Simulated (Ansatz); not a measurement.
# TiAl: the cost of one run

Method: DFT r2SCAN, scalar-relativistic, plane waves, PAW, in Ansatz 0.2.0.

### Step 1. The starting structure

It takes space group Pm-3m (No. 221, cubic). The conventional cell has a = 3.179 Å, b = 3.179 Å, c = 3.179 Å, α = 90.00°, β = 90.00°, γ = 90.00°. Around Ti (site symmetry m-3m) lie 8 Al at 2.75 Å. Al (site symmetry m-3m) has 8 Ti at 2.75 Å as nearest neighbours.

As a file:

```
Ti Al
1.0
     3.17906    0.00000    0.00000
     0.00000    3.17906    0.00000
     0.00000    0.00000    3.17906
Ti Al
1 1
Direct
  0.00000 0.00000 0.00000
  0.50000 0.50000 0.50000
```

It goes back to an entry of the Materials Project, which need not be the stable form.

No relaxation comes first: the listed cell is the starting point.

### Step 2. The reference cell

The reference gives a free energy of -3045.4169 eV, pressure -0.80 GPa, largest force 0.000 eV/Å and gap on the mesh none (metal). It was computed beforehand with the settings of the runs below.

### Step 3. The scan: an energy map of one atom

Atom 1 (Ti) is moved by p along (0.000, 1.000, 0.000) and q along (0.000, 0.000, 1.000) (Å), all else fixed; its images in the other cells move with it. Points alike by symmetry are run once.

### Step 4. At p = -0.200, q = -0.200

Input file input.yaml:

```yaml
crystal:
  lattice:
    - [3.179064, 0.0, 0.0]
    - [0.0, 3.179064, 0.0]
    - [0.0, 0.0, 3.179064]
  atoms:
    - { symbol: Ti, position: [0.0, -0.0629115991, -0.0629115991] }
    - { symbol: Al, position: [0.5, 0.5, 0.5] }
basis:
  ecutwfc: 500
kpoints:
  mp_grid: { grid: [16, 16, 16] }
hamiltonian:
  xc: r2scan
scf:
  occupations: { method: gaussian, width: 0.15 }
output:
  forces: true
  stress: true
  eigenvalues: true
```

Started as:

```sh
ansatz run input.yaml --threads 1 --pin off --max-ram 2560MiB --backend cpu --events-out ev --progress --plain --runs-dir out
```

What time and memory should one allow on 1 thread of Oxide Virtual Turin-like (Zen 5), shared host?

About 44 s, with a peak of 0.77 GiB.
